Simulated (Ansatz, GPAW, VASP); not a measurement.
## Ag: 4 runs at one level of theory

```
Ag
1.0
     0.00000    2.04275    2.04275
     2.04275    0.00000    2.04275
     2.04275    2.04275    0.00000
Ag
1
Direct
  0.00000 0.00000 0.00000
```

Alike in all runs: task single point; functional PBE; k mesh 11 × 11 × 11; occupations gaussian, width 0.023 eV; no spin polarisation; no spin-orbit coupling. Pressure is positive in compression and, in plane waves, holds the error of the finite cutoff, which Ansatz's Pulay term estimates and takes out.

```
                        program and potentials  plane-wave cutoff (eV)                                                                      notes  pressure (GPa)
                            Ansatz, Ansatz PAW                     420  19 valence electrons an atom on average; Pulay term of +0.07 GPa included            4.27
    GPAW, GPAW PAW data sets (gpaw-data 1.2.1)                     600                                    17 valence electrons an atom on average            4.20
Ansatz, all-electron LAPW, scalar-relativistic                       -                                                                          -            4.25
                VASP, PBE PAW files Ag, 520 eV                     520                                    11 valence electrons an atom on average            4.09
```

The pressure spans 4.09 (VASP, PBE PAW files Ag, 520 eV) to 4.27 GPa (Ansatz, Ansatz PAW), with all-electron results at 4.25.

The functional is the same throughout but for its coding, so the spread measures potentials, basis and numerics; runs on potential files found faulty are left out.
